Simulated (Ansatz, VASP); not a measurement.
## MnAs: VASP beside Ansatz

The input INCAR:

```
ALGO = Normal
EDIFF = 1E-6
ENCUT = 520
ISIF = 2
ISMEAR = 0
ISPIN = 2
LASPH = T
LCHARG = F
LMAXMIX = 4
LORBIT = 11
LREAL = F
LWAVE = F
MAGMOM = 3.5 3.5 0 0
NBANDS = 30
NELM = 150
PREC = Accurate
SIGMA = 0.05
```

File KPOINTS:

```
k-points
0
Gamma
  14 14 8
```

Contents of POSCAR:

```
MnAs
1.0
    3.7172000000      0.0000000000      0.0000000000
   -1.8586000000      3.2191896309      0.0000000000
    0.0000000000      0.0000000000      5.7044000000
Mn As
2 2
Direct
    0.0000000000      0.0000000000      0.0000000000
    0.0000000000      0.0000000000      0.5000000000
    0.3333333333      0.6666666667      0.2500000000
    0.6666666667      0.3333333333      0.7500000000
```

Input for Ansatz:

```yaml
crystal:
  lattice:
    - [3.7172, 0.0, 0.0]
    - [-1.8586, 3.2191896309, 0.0]
    - [0.0, 0.0, 5.7044]
  atoms:
    - { symbol: Mn, position: [0.0, 0.0, 0.0], spin: 3.5 }
    - { symbol: Mn, position: [0.0, 0.0, 0.5], spin: 3.5 }
    - { symbol: As, position: [0.3333333333, 0.6666666667, 0.25] }
    - { symbol: As, position: [0.6666666667, 0.3333333333, 0.75] }
magnetization:
  spin_polarized: true
scf:
  occupations: { method: gaussian, width: 0.05 }
output:
  forces: true
  stress: true
  populations: true
  write_density: true
  write_potential: true
  elf: true
  volumetric_format: npy
hamiltonian:
  xc: lda
kpoints:
  mp_grid: { grid: [14, 14, 8] }
```

Alike in both runs: task single point; functional LDA; k mesh 14 × 14 × 8; occupations gaussian, width 0.05 eV; collinear spin.

|  | VASP | Ansatz |
| --- | --- | --- |
| version | VASP 6.6.1 | Ansatz 0.2.0 |
| potentials or method | VASP PAW LDA potentials, release 64 (Mn_pv, As) | scalar-relativistic, plane waves, PAW |
| plane-wave cutoff (eV) | 520 | 420 |
| valence electrons in the cell | 36 | 60 |

```csv
,VASP,Ansatz,Ansatz less VASP
gap on the k mesh at the Fermi level (eV),none,none,-
pressure (GPa),-15.1,-14.0,+1.10
largest component of the traceless stress (GPa),1.78,1.94,+0.160
net moment per atom (μB),1.44,1.50,+0.059
size of the moment on the site where the two differ most (μB),2.92,2.99,+0.080
```

Site moments also hang on the region over which each program counts them. A gap of «none» marks a metal or a gap that the smearing closes. The two sets of potentials don't hold the same shells in valence.

Caveats: so large a pressure means that the cell lies far from this level's equilibrium, or that cutoff or potentials fall short (VASP).
